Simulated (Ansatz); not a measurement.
**Two Ansatz runs on BaTe**

The cell was built from the wurtzite type and relaxed in the same program, and has space group P6_3/mmc; it needn't be a known or the stable phase. The relaxation left the symmetry of that type.

First run: DFT, PBE, PAW with Ansatz's default frozen-core files, scalar-relativistic (Ansatz 0.2.0).

Command: `ansatz run input.yaml --threads 1 --pin off --max-ram 3072MiB --backend cpu --events-out ev --progress --plain --runs-dir out` The run took 82 s on 1 thread of Arm Neoverse V1 (shared host), peak memory 0.71 GiB.

```yaml
crystal:
  lattice:
    - [5.9794057674, 0.0, 0.0]
    - [-2.9897028837, 5.178317294, 0.0]
    - [0.0, 0.0, 7.0000356465]
  atoms:
    - { symbol: Ba, position: [0.3333333333, 0.6666666667, -0.0619137239] }
    - { symbol: Ba, position: [0.6666666667, 0.3333333333, 0.4380862761] }
    - { symbol: Te, position: [0.3333333333, 0.6666666667, 0.4379137239] }
    - { symbol: Te, position: [0.6666666667, 0.3333333333, 0.9379137239] }
kpoints:
  mp_grid: { grid: [8, 8, 5] }
  band_path:
    path:
      - [0.0, 0.0, 0.0]
      - [0.5, 0.0, 0.0]
      - [0.3333333333, 0.3333333333, 0.0]
      - [0.0, 0.0, 0.0]
      - [0.0, 0.0, 0.5]
      - [0.5, 0.0, 0.5]
      - [0.3333333333, 0.3333333333, 0.5]
      - [0.0, 0.0, 0.5]
      - [0.5, 0.0, 0.5]
    npoints: 14
scf:
  occupations: { method: fermi_dirac, width: 0.08 }
hamiltonian:
  xc: pbe
  pseudopotentials: { kind: paw }
output:
  forces: true
  stress: true
  eigenvalues: true
  efg: { contact_densities: true }
  populations: true
  bader: true
  dos: { projected: true, de: 0.2, e_range: [-14, 8] }
  write_density: true
  write_potential: true
  elf: true
  volumetric_format: npy
```

Result: converged; pressure -0.04 GPa; gap on the k mesh 2.00 eV (the mesh can miss the band edges); 6 SCF iterations.

No spin–orbit coupling, which matters for the heavy atoms here.

A second input differs as follows:

```diff
@@ -25,4 +25,5 @@
 scf:
   occupations: { method: fermi_dirac, width: 0.08 }
+  max_iter: 60
 hamiltonian:
   xc: pbe
@@ -34,9 +35,4 @@
   efg: { contact_densities: true }
   populations: true
-  bader: true
-  dos: { projected: true, de: 0.2, e_range: [-14, 8] }
-  write_density: true
-  write_potential: true
-  elf: true
-  volumetric_format: npy
+total_charge: 0.5
```

What is wrong with it, and what does the program do?

The fault is a charge that the system can't hold (a charged periodic cell is solved on a neutralising background, which makes energy and pressure unphysical). The run converged; pressure 1.03 GPa; largest force 0.003 eV/Å; 7 SCF iterations. Such numbers aren't properties of the crystal. The log ends:
```
  site symbol       q [e]
     0     Ba      8.3987
     1     Ba      8.3987
     2     Te     17.1060
     3     Te     17.1060
  spilling = 0.009528 (of n_electrons = 51.500000)
```
